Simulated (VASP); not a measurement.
Here is a VASP 6.6.1 calculation.

File INCAR:

```
PREC = Accurate
ENCUT = 600
EDIFF = 1E-7
ISMEAR = 0
SIGMA = 0.03
LREAL = False
LASPH = True
NELM = 80
ALGO = Normal
ISIF = 3
LWAVE = False
LCHARG = False
GGA = PS
IBRION = 2
NSW = 90
EDIFFG = -0.005
KPAR = 4
```

KPOINTS

```
regular mesh
0
Gamma
  9 9 5
```

POSCAR

```
ZnO                                     
1.0
    3.2361380791     -0.0000000000      0.0000000000
   -1.6180690396      2.8025777866     -0.0000000000
    0.0000000000     -0.0000000000      5.2217173854
  Zn              O             
     2     2
Direct
     0.3333333332999970    0.6666666667000030    0.4999792806558825
     0.6666666667000030    0.3333333332999970    0.9999792806558825
     0.6666666667000030    0.3333333332999970    0.3790307193441184
     0.3333333332999970    0.6666666667000030    0.8790307193441185
```

Potentials or basis: VASP PAW PBE potentials, release 64 (Zn, O).

Launch:

```bash
$ cat potpaw_PBE.64/Zn/POTCAR potpaw_PBE.64/O/POTCAR > POTCAR
$ mpirun -np 4 vasp_std > vasp.out
```

(1) What does it give for the band gap on the k mesh?

(2) Estimate the space group after relaxing (to 0.05 Å).

(3) Predict the relaxed cell.

Answers

(1) 0.68 eV, direct.

(2) P6_3mc (No. 186).

(3) a = 3.237 Å, b = 3.237 Å, c = 5.224 Å, α = 90.00°, β = 90.00°, γ = 120.00°.
